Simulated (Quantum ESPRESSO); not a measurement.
The system is ZrSe2.

```xyz
3
Lattice="3.7980 0.0000 0.0000 -1.8990 3.2892 0.0000 0.0000 0.0000 6.1920" Properties=species:S:1:pos:R:3 pbc="T T T"
Zr    0.0000    0.0000    0.0000
Se    1.8990    1.0964    4.6440
Se    0.0000    2.1928    1.5480
```

Base run:

```yaml
Program: Quantum ESPRESSO 7.5
Functional: PBEsol
Potentials_or_basis: SSSP 1.3 efficiency PBE
Cutoff: 748 eV
Density_cutoff: 5987 eV
k_mesh: 8 × 8 × 5
Occupations: fermi-dirac, width 0.05 eV
Spin: no spin polarisation
```

Its results: band gap on the k mesh 0.36 eV, indirect (least direct gap 1.01 eV); pressure -1.1 GPa; largest force 0.105 eV/Å.

The run is repeated on the same cell with these changes: hubbard terms from none to Zr d U = 8 eV. What comes out?

Band gap on the k mesh 2.18 eV, indirect (least direct gap 2.72 eV); pressure 6.9 GPa; largest force 0.759 eV/Å.

The U term pushes filled and empty states of the shell apart.

Caveats: the potentials were made for another functional, which shifts forces and pressure; an odd mesh through Γ misses points on the zone boundary, where band edges often lie; this functional lacks dispersion, which binds the layers, so the pressure and a relaxed spacing across them are unreliable.
